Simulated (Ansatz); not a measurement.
Wires are cut from relaxed bulk BN (F-43m, 5.95 Å³/atom, gap on the mesh 4.46 eV); atoms and period are relaxed, and energies count from that bulk.

These are results of DFT PBE, scalar-relativistic, plane waves, PAW in Ansatz, not measurements.

Cutoff 420 eV, Gaussian smearing of 0.05 eV, energies at zero smearing, symmetry of each start kept, collinear spin where a moment is listed.

| start | atoms | k mesh | excess energy (eV per host atom) | line energy (eV/Å) | period (Å) | gap on the mesh (eV) | highest filled level or Fermi level under vacuum (eV) | size of the moment (μB per cell) |
| --- | --- | --- | --- | --- | --- | --- | --- | --- |
| [001] wire, 16 host atoms a period* | 16 | 1×1×9 | 0.832 | 3.402 | 3.913 | 2.77 | 5.80 | 0.00 |
| [001] wire, 28 host atoms a period | 28 | 1×1×9 | 0.911 | 6.983 | 3.654 | 0.91 | - | 2.00 |

A dash: not computed, or not clear enough to read.

* ends far from its start.

An odd mesh misses points on the zone edge, so a gap read on it can be too wide.

Each run keeps its start's symmetry and one magnetic start, so lower states can exist.

Cost: 2 runs of about 84 core-minutes in all, on Arm Neoverse V2 (shared hosts).